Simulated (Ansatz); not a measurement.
# InPd: the cost of one run

Computed with Ansatz 0.2.0 (DFT PBE, with the methods named in each step, unless a step's input says otherwise).

1 further run of the same task is left out (it didn't finish).

## (1) The starting structure

Symmetry: Pm-3m, No. 221, cubic system. Conventional cell: a = 3.272 Å, b = 3.272 Å, c = 3.272 Å, α = 90.00°, β = 90.00°, γ = 90.00°. Around In (site symmetry m-3m) lie 8 Pd at 2.83 Å. Around Pd (site symmetry m-3m) lie 8 In at 2.83 Å.

Structure file:

```
CELL_PARAMETERS angstrom
3.27188 0.00000 0.00000
0.00000 3.27188 0.00000
0.00000 0.00000 3.27188
ATOMIC_POSITIONS crystal
In 0.00000 0.00000 0.00000
Pd 0.50000 0.50000 0.50000
```

Atoms are numbered in the order of the input: In1, Pd2.

## (2) The bond as given, LAPW

Contents of input.yaml:

```yaml
crystal:
  lattice:
    - [3.27188478, 0.0, 0.0]
    - [0.0, 3.27188478, 0.0]
    - [0.0, 0.0, 3.27188478]
  atoms:
    - { symbol: In, position: [0.0, 0.0, 0.0] }
    - { symbol: Pd, position: [0.5, 0.5, 0.5] }
kpoints:
  mp_grid: { grid: [9, 9, 9] }
scf:
  occupations: { method: fermi_dirac, width: 0.05 }
hamiltonian:
  xc: pbe
  pseudopotentials: { kind: all_electron, lapw: { basis_error: 0.001 } }
output:
  forces: true
  stress: true
  eigenvalues: true
  populations: true
```

On the command line:

```bash
$ ansatz run input.yaml --threads 1 --pin off --max-ram 2048MiB --backend cpu --events-out ev --progress --plain --runs-dir out
```

What time and memory should one allow on 1 thread of AMD EPYC 7B13 (Zen 3), shared host?

About 12 s, with a peak of 0.38 GiB.
